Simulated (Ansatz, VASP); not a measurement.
**SiC in VASP and in Ansatz**

Contents of POSCAR:

```
SiC
1.0
    3.0917665516      0.0000000000      0.0000000000
   -1.5458832758      2.6775483763      0.0000000000
    0.0000000000      0.0000000000      5.0740210439
Si C
2 2
Direct
    0.3333333333      0.6666666667      0.0045635120
    0.6666666667      0.3333333333      0.5045635120
    0.3333333333      0.6666666667      0.3804364880
    0.6666666667      0.3333333333      0.8804364880
```

The input INCAR.step1:

```
  PREC = Accurate
  ENCUT = 520
  ISMEAR = 0
  SIGMA = 0.02
  LREAL = False
  LASPH = True
  NELM = 80
  NBANDS = 16
  GGA = PE
  ALGO = Normal
  EDIFF = 1E-4
  LWAVE = True
  LCHARG = False
```

File INCAR.step2:

```
  PREC = Accurate
  ENCUT = 520
  EDIFF = 1E-6
  ISMEAR = 0
  SIGMA = 0.02
  LREAL = False
  LASPH = True
  NELM = 80
  ALGO = Normal
  ISIF = 2
  LWAVE = False
  LCHARG = False
  METAGGA = R2SCAN
  LMIXTAU = True
  NBANDS = 16
  ISTART = 1
```

Contents of KPOINTS:

```
regular mesh
0
Gamma
  12 12 6
```

Input for Ansatz:

```yaml
crystal:
  lattice:
    - [3.0917665516, 0.0, 0.0]
    - [-1.5458832758, 2.6775483763, 0.0]
    - [0.0, 0.0, 5.0740210439]
  atoms:
    - { symbol: Si, position: [0.3333333333, 0.6666666667, 0.004563512] }
    - { symbol: Si, position: [0.6666666667, 0.3333333333, 0.504563512] }
    - { symbol: C, position: [0.3333333333, 0.6666666667, 0.380436488] }
    - { symbol: C, position: [0.6666666667, 0.3333333333, 0.880436488] }
basis:
  ecutwfc: 500
kpoints:
  mp_grid: { grid: [12, 12, 6] }
hamiltonian:
  xc: r2scan
scf:
  occupations: { method: gaussian, width: 0.02 }
output:
  forces: false
  stress: false
  eigenvalues: true
  eigenstates:
    kpoints:
      - [0.0, 0.0, 0.0]
      - [0.009841399, -0.004920699, 0.0]
      - [-0.009841399, 0.004920699, 0.0]
      - [0.0, 0.008522901, 0.0]
      - [0.0, -0.008522901, 0.0]
      - [0.0, 0.0, 0.016151111]
      - [0.0, 0.0, -0.016151111]
      - [0.00695892, 0.002547141, 0.0]
      - [-0.00695892, -0.002547141, 0.0]
      - [0.00695892, -0.00347946, 0.01142056]
      - [-0.00695892, 0.00347946, -0.01142056]
      - [0.0, 0.006026601, 0.01142056]
      - [0.0, -0.006026601, -0.01142056]
      - [0.005681934, 0.002079732, 0.009324848]
      - [-0.005681934, -0.002079732, -0.009324848]
      - [0.333333, 0.333333, 0.0]
      - [0.343174399, 0.328412301, 0.0]
      - [0.323491601, 0.338253699, 0.0]
      - [0.333333, 0.341855901, 0.0]
      - [0.333333, 0.324810099, 0.0]
      - [0.333333, 0.333333, 0.016151111]
      - [0.333333, 0.333333, -0.016151111]
      - [0.34029192, 0.335880141, 0.0]
      - [0.32637408, 0.330785859, 0.0]
      - [0.34029192, 0.32985354, 0.01142056]
      - [0.32637408, 0.33681246, -0.01142056]
      - [0.333333, 0.339359601, 0.01142056]
      - [0.333333, 0.327306399, -0.01142056]
      - [0.339014934, 0.335412732, 0.009324848]
      - [0.327651066, 0.331253268, -0.009324848]
    e_range: [-4.178236, 4.178236]
checkpoint:
  read: start.run
  write: ck
  compress: false
  write_wavefunctions: false
  write_every: 100000
```

Alike in both runs: task single point; functional r2SCAN; k mesh 12 × 12 × 6; occupations gaussian, width 0.02 eV; no spin polarisation.

|  | VASP | Ansatz |
| --- | --- | --- |
| version | VASP 6.6.1 | Ansatz 0.2.0 |
| potentials or method | VASP PAW PBE potentials, release 64 (Si, C) | scalar-relativistic, plane waves, PAW |
| plane-wave cutoff (eV) | 520 | 500 |
| valence electrons in the cell | 16 | 16 |

Ansatz gave:

| Property | Result |
| --- | --- |
| gap on the k mesh at the Fermi level (eV) | 2.68 |
| least direct gap on the mesh (eV) | 4.44 |

Problem. Estimate VASP's values.

Solution. gap on the k mesh at the Fermi level (eV): 2.68; least direct gap on the mesh (eV): 4.45.

The functional is the same, so the differences come from potentials, cutoffs and numerics.

Caveats: the PAW data sets were made with another functional, which shifts forces and pressure a little (VASP). r2SCAN opens gaps a little over a GGA but as a rule still falls short of measured ones. A k mesh can miss the band edges.
